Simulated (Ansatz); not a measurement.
A crystal relaxed with r2SCAN in the PAW code Ansatz has space group Imm2 (No. 44) and a = 4.011 Å, b = 12.033 Å, c = 5.670 Å.

```json
{"atom": "Al", "site": "2a", "x": "0.0000", "y": "0.0000", "z": "0.9993"}
{"atom": "Xx", "site": "2b", "x": "0.5000", "y": "0.0000", "z": "0.7501"}
{"atom": "Ga", "site": "4d", "x": "0.5000", "y": "0.1669", "z": "0.5003"}
{"atom": "Xx", "site": "4d", "x": "0.0000", "y": "0.1666", "z": "0.2500"}
```

With r2SCAN the gap is 1.47 eV and direct, at Γ. The HSE06 gap is direct at Γ: 1.83 eV. Meshes: r2SCAN 8×8×8, HSE06 4×4×4.

Question: Which element is Xx?
A. N
B. As
C. Bi
D. P

Answer: B. Xx is As: AlGa₂As₃ as one 6-atom ordering (Imm2) on the zincblende lattice. Around Al lie 4 As at 2.45–2.46 Å; around As lie 2 Al at 2.45 Å and 2 Ga at 2.46 Å; around Ga lie 4 As at 2.45–2.46 Å; around As lie 3 Ga at 2.45–2.46 Å and 1 Al at 2.46 Å.

No spin polarisation and no zero-point or thermal motion; the cell was built from a prototype and may be hypothetical.

The runs are scalar-relativistic, without spin-orbit coupling.
